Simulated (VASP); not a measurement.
# What goes wrong when the gap of BeTe is computed with a bad input, part 2 of 2

Aim: see how common mistakes in a band-structure run show up, on BeTe. The starting structure is a measured crystal structure from the Crystallography Open Database. Cell and atoms stay as given unless a step says otherwise.

VASP 6.6.1.

Results so far: reference 1.748 eV; one electron missing no gap to read; a k mesh far too coarse and no band path 2.057 eV.

The database entry behind the starting cell differs from later determinations by our own check (an axis about 1.5 % short against later determinations), so it need not match the best structure at ambient conditions.

**5. Bands with too few electronic steps**

Level of this step: LDA; plane waves and PAW (Te, Be) (VASP).

A slip made on purpose: too few electronic steps. Against step 2 the input has NELM = 4.

Contents of INCAR:

```
SYSTEM = BeTe
PREC = Accurate
ENCUT = 350
EDIFF = 1E-06
NELM = 4
ISMEAR = 0
SIGMA = 0.03
LREAL = .FALSE.
ALGO = Normal
GGA = CA
NBANDS = 16
LORBIT = 11
LWAVE = .FALSE.
LCHARG = .FALSE.
KPAR = 4
```

Contents of POSCAR:

```
BeTe
1.0
    0.0000000000      2.7700000000      2.7700000000
    2.7700000000      0.0000000000      2.7700000000
    2.7700000000      2.7700000000      0.0000000000
Te Be
1 1
Direct
    0.7500000000      0.7500000000      0.7500000000
    0.0000000000      0.0000000000      0.0000000000
```

Contents of KPOINTS:

```
Automatic mesh
0
Gamma
6 6 6
0 0 0
```

Contents of KPOINTS_OPT:

```
Line mode
10
Line-mode
Reciprocal
  0.00000000   0.00000000   0.00000000 GAMMA
  0.50000000   0.00000000   0.50000000 X

  0.50000000   0.00000000   0.50000000 X
  0.50000000   0.25000000   0.75000000 W

  0.50000000   0.25000000   0.75000000 W
  0.37500000   0.37500000   0.75000000 K

  0.37500000   0.37500000   0.75000000 K
  0.00000000   0.00000000   0.00000000 GAMMA

  0.00000000   0.00000000   0.00000000 GAMMA
  0.50000000   0.50000000   0.50000000 L

  0.50000000   0.50000000   0.50000000 L
  0.62500000   0.25000000   0.62500000 U

  0.62500000   0.25000000   0.62500000 U
  0.50000000   0.25000000   0.75000000 W

  0.50000000   0.25000000   0.75000000 W
  0.50000000   0.50000000   0.50000000 L

  0.50000000   0.50000000   0.50000000 L
  0.37500000   0.37500000   0.75000000 K

  0.62500000   0.25000000   0.62500000 U
  0.50000000   0.00000000   0.50000000 X
```

The projector-augmented-wave data sets are Te and Be (LDA family, release 64).

On the command line:

```bash
$ mpirun -np 4 vasp_std
```

Log:

```text
[... set-up lines as in an earlier step ...]
 entering main loop
       N       E                     dE             d eps       ncg     rms          rms(c)
[... 4 cycles as in an earlier step ...]
 -----------------------------------------------------------------------------
|                                                                             |
|           W    W    AA    RRRRR   N    N  II  N    N   GGGG   !!!           |
|           W    W   A  A   R    R  NN   N  II  NN   N  G    G  !!!           |
|           W    W  A    A  R    R  N N  N  II  N N  N  G       !!!           |
|           W WW W  AAAAAA  RRRRR   N  N N  II  N  N N  G  GGG   !            |
|           WW  WW  A    A  R   R   N   NN  II  N   NN  G    G                |
|           W    W  A    A  R    R  N    N  II  N    N   GGGG   !!!           |
|                                                                             |
|     The electronic self-consistency was not achieved in the given           |
|     number of steps (NELM). The forces and other quantities evaluated       |
|     might not be reliable so examine the results carefully. If you find     |
|     spurious results, we suggest increasing NELM, if you were close to      |
|     convergence or switching to a different ALGO or adjusting the           |
|     density mixing parameters otherwise.                                    |
|                                                                             |
 -----------------------------------------------------------------------------

   1 F= -.89434115E+01 E0= -.89434115E+01  d E =-.250394E-28
 Start KPOINTS_OPT (optional k-point list driver)
k-point batch [1-16\100]
       N       E                     dE             ncg
DAV:   1     0.427368041003E+03   -0.23464E+04      512
DAV:   2     0.740089496616E+02   -0.35336E+03      704
DAV:   3     0.606224053787E+02   -0.13387E+02      664
DAV:   4     0.604823957225E+02   -0.14001E+00      704
[...]
k-point batch [97-100\100]
       N       E                     dE             ncg
DAV:   1     0.289236171455E+04   -0.93031E+03      128
DAV:   2     0.281071710542E+04   -0.81645E+02      168
DAV:   3     0.280799260137E+04   -0.27245E+01      176
DAV:   4     0.280795746983E+04   -0.35132E-01      168
```

It took 3.6 s on 4 MPI ranks of AMD EPYC 7R43, shared host; peak memory 0.39 GiB.

OUTCAR, selected parts (step 5):

```text
  Total        0.5996666      0.5996666      0.5996666     -0.0000000     -0.0000000      0.0000000
  in kB       22.6022233     22.6022233     22.6022233     -0.0000000     -0.0000000      0.0000000
  external PRESSURE =      22.6022233 kB  Pullay stress =       0.0000000 kB

 POSITION                                       TOTAL-FORCE (eV/Angst)
 -----------------------------------------------------------------------------------
      4.15500      4.15500      4.15500        -0.000000     -0.000000     -0.000000
      0.00000      0.00000      0.00000         0.000000      0.000000      0.000000
 -----------------------------------------------------------------------------------
    total drift:                               -0.000000     -0.000000     -0.000000

  FREE ENERGIE OF THE ION-ELECTRON SYSTEM (eV)
  ---------------------------------------------------
  free  energy   TOTEN  =        -8.9434114581 eV

  energy  without entropy=       -8.9434114581  energy(sigma->0) =       -8.94341146

[... 2 parts as in an earlier step ...]

[... 1 further part left out ...]
[key lines of the parts left out:]
E-fermi :   5.3820
```

The electronic loop didn't reach EDIFF within its 4 cycles (NELM).

**6. Bands with no empty bands**

A slip made on purpose: no empty bands. Against step 2 the input has NBANDS = 4 and no band path (also changed: NELM).

INCAR, as its differences from that of step 5:

```diff
@@ -4,3 +4,3 @@
 EDIFF = 1E-06
-NELM = 4
+NELM = 60
 ISMEAR = 0
@@ -10,3 +10,3 @@
 GGA = CA
-NBANDS = 16
+NBANDS = 4
 LORBIT = 11
```

POSCAR is that of step 5.

KPOINTS is that of step 5.

On the command line:

```bash
$ mpirun -np 4 vasp_std
```

Log:

```text
[... set-up lines as in an earlier step ...]
 entering main loop
       N       E                     dE             d eps       ncg     rms          rms(c)
DAV:   1     0.352719349565E+02    0.35272E+02   -0.27480E+03   128   0.124E+03
DAV:   2    -0.576467470104E+01   -0.41037E+02   -0.41037E+02   192   0.194E+02
DAV:   3    -0.887388972731E+01   -0.31092E+01   -0.31092E+01   152   0.548E+01
DAV:   4    -0.894173718384E+01   -0.67847E-01   -0.67847E-01   152   0.906E+00
[...]
DAV:  10    -0.871788803109E+01   -0.33285E-07   -0.38807E-05   140   0.593E-02    0.165E-02
DAV:  11    -0.871788952321E+01   -0.14921E-05   -0.18293E-06    64   0.208E-02    0.264E-03
DAV:  12    -0.871788933564E+01    0.18757E-06   -0.14956E-06    64   0.135E-02
 -----------------------------------------------------------------------------
|                                                                             |
|           W    W    AA    RRRRR   N    N  II  N    N   GGGG   !!!           |
|           W    W   A  A   R    R  NN   N  II  NN   N  G    G  !!!           |
|           W    W  A    A  R    R  N N  N  II  N N  N  G       !!!           |
|           W WW W  AAAAAA  RRRRR   N  N N  II  N  N N  G  GGG   !            |
|           WW  WW  A    A  R   R   N   NN  II  N   NN  G    G                |
|           W    W  A    A  R    R  N    N  II  N    N   GGGG   !!!           |
|                                                                             |
|     Your highest band is occupied at some k-points! Unless you are          |
|     performing a calculation for an insulator or semiconductor, without     |
|     unoccupied bands, you have included TOO FEW BANDS!! Please increase     |
|     the parameter NBANDS in file INCAR to ensure that the highest band      |
|     is unoccupied at all k-points. It is always recommended to include      |
|     a few unoccupied bands to accelerate the convergence of                 |
|     molecular-dynamics runs (even for insulators or semiconductors),        |
|     since the presence of unoccupied bands improves wavefunction            |
|     prediction and helps to suppress 'band-crossings'.                      |
|                                                                             |
 -----------------------------------------------------------------------------

   1 F= -.87178893E+01 E0= -.87178893E+01  d E =-.640736E-11
```

It took 1.4 s on 4 MPI ranks; peak memory 0.35 GiB.

OUTCAR, selected parts (step 6):

```text
  Total        0.2213584      0.2213584      0.2213584     -0.0000000      0.0000000     -0.0000000
  in kB        8.3432883      8.3432883      8.3432883     -0.0000000      0.0000000     -0.0000000
  external PRESSURE =       8.3432883 kB  Pullay stress =       0.0000000 kB

  FREE ENERGIE OF THE ION-ELECTRON SYSTEM (eV)
  ---------------------------------------------------
  free  energy   TOTEN  =        -8.7178893356 eV

  energy  without entropy=       -8.7178893356  energy(sigma->0) =       -8.71788934

[... 2 parts as in an earlier step ...]

[... 2 further parts left out ...]
[key lines of the parts left out:]
E-fermi :   5.6396
```

The run converges, yet it holds no empty band, so no gap can be read from it.

**7. All runs side by side**

```csv
run,ended,gap (eV),change (eV),core minutes
reference,converged,1.748,-,0.4
one electron missing,converged,none,-,0.413
a k mesh far too coarse and no band path,converged,2.057,0.309,0.08
too few electronic steps,not converged,-,-,0.24
no empty bands,converged,-,-,0.0933
```

Core minutes are wall time times ranks of the run shown, on a shared host.

**8. What came out**

```yaml
reference_gap: 1.748 eV
gap_with_one_electron_missing: none to read from the occupations
gap_with_a_k_mesh_far_too_coarse_and_no_band_path: 2.057 eV
run_with_too_few_electronic_steps: not converged
run_with_no_empty_bands: converged
```

What this shows: The run with too few electronic steps didn't converge. The run without empty bands converged, and still can't show a gap. Finished, but with signs in the output that stand out against the reference: one electron missing, with no gap to read, since by its occupations the run counts as a metal (its levels may still leave one) (signs: a warning on the charge density and a stress of up to 38.3 GPa); a k mesh far too coarse and no band path, with the gap changed by +0.31 eV (signs: a stress of up to 2.6 GPa). Further runs on this material are not shown.

[Lines on the potential files, build, host, timing and source positions are cut from VASP's logs without a mark.]

[Logs are printed without paths, hosts, clocks, repeated set-up lines and the standing remarks that a program may print on its own settings, such as how far it seeks lower states.]

[Hosts, paths, dates, database ids (printed as entryN), source tags and the programs' standing remarks are cut or masked in the printed files.]
